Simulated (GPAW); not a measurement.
A run of GPAW 26.7.0 is set up as follows.

File run.py:

```python
import numpy as np
from ase import Atoms
from ase.dft.bandgap import bandgap
from ase.io import write
from gpaw import GPAW, PW
from gpaw.response.df import DielectricFunction

atoms = Atoms(['Pb', 'Se'],
              cell=[[0.0, 3.06065, 3.06065],
                    [3.06065, 0.0, 3.06065],
                    [3.06065, 3.06065, 0.0]],
              scaled_positions=[[0.0, 0.0, 0.0],
                                [0.5, 0.5, 0.5]],
              pbc=True)

calc = GPAW(mode=PW(450),
            xc='LDA',
            kpts={'size': (6, 6, 6), 'gamma': True},
            occupations={'name': 'fermi-dirac', 'width': 0.001},
            nbands=19,
            convergence={'density': 1e-06},
            maxiter=150,
            txt='gpaw.txt')
atoms.calc = calc
energy = atoms.get_potential_energy()
calc.write('gs.gpw')
write('result.traj', atoms)
print(f'Energy: {energy:.6f} eV')
print('Fermi level:', round(calc.get_fermi_level(), 4), 'eV')
print(f'Gap: {bandgap(calc)[0]:.4f} eV, direct: {bandgap(calc, direct=True)[0]:.4f} eV')

for size in [(13, 13, 13), (19, 19, 19)]:
    name = 'x'.join(str(n) for n in size)
    dense = calc.fixed_density(kpts={'size': size, 'gamma': True},
                               nbands=36, convergence={'bands': 30, 'eigenstates': 1e-7},
                               update_fermi_level=True, txt=f'dense-{name}.txt')
    dense.write(f'{name}.gpw', mode='all')
    df = DielectricFunction(f'{name}.gpw', frequencies=np.array([0.0]), hilbert=False, eta=0.001,
                            ecut=80, nbands=30, intraband=False, txt=f'df-{name}.txt')
    for xc in ['RPA', 'Bootstrap', 'LR0.1']:
        for direction in ['x', 'y', 'z', [0, 1, 1], [1, 0, 1], [1, 1, 0]]:
            e0, e = df.get_macroscopic_dielectric_constant(xc=xc, direction=direction)
            print(f'{name} {xc} {direction}: {e0:.4f} without, {e:.4f} with local fields')
```

Potentials or basis: the program's PAW data sets (release 1.2.1) made for this functional, pw.

Command:

```console
$ OMP_NUM_THREADS=1 python run.py
```

What does it give for the electronic dielectric tensor (diagonal)?

24.00.

Estimate the band gap on the k mesh.

0.14 eV, direct.

Electronic dielectric tensor:
```
24.00  0.00  0.00
 0.00 24.00  0.00
 0.00  0.00 24.00
```

Caveat: the dielectric constant isn't converged in the k mesh; the gap is small at this level, which inflates the dielectric constant; the long-wavelength limit can be off by a per cent or two; spin-orbit coupling is left out, which as a rule narrows the gap of such compounds by several tenths of an eV; an odd mesh through Γ misses points on the zone boundary, where band edges often lie.

**What was measured.**

A printed reference work, monograph reports, for a bulk crystal of PbSe at 300 K: band gap 0.28 eV (direct).

Against the measured gap of PbSe, 0.28 eV (direct; 300 K; a printed reference work, monograph), the calculated 0.14 eV is off by -0.14 eV. 2 values of this kind are on record (0.15 to 0.28 eV); this one was drawn at random. Spin-orbit coupling on Pb, Se is left out. The value is that of LDA on a finite k mesh, which can miss the band edges, without temperature or zero-point motion. Semilocal functionals fall short of measured gaps as a rule.
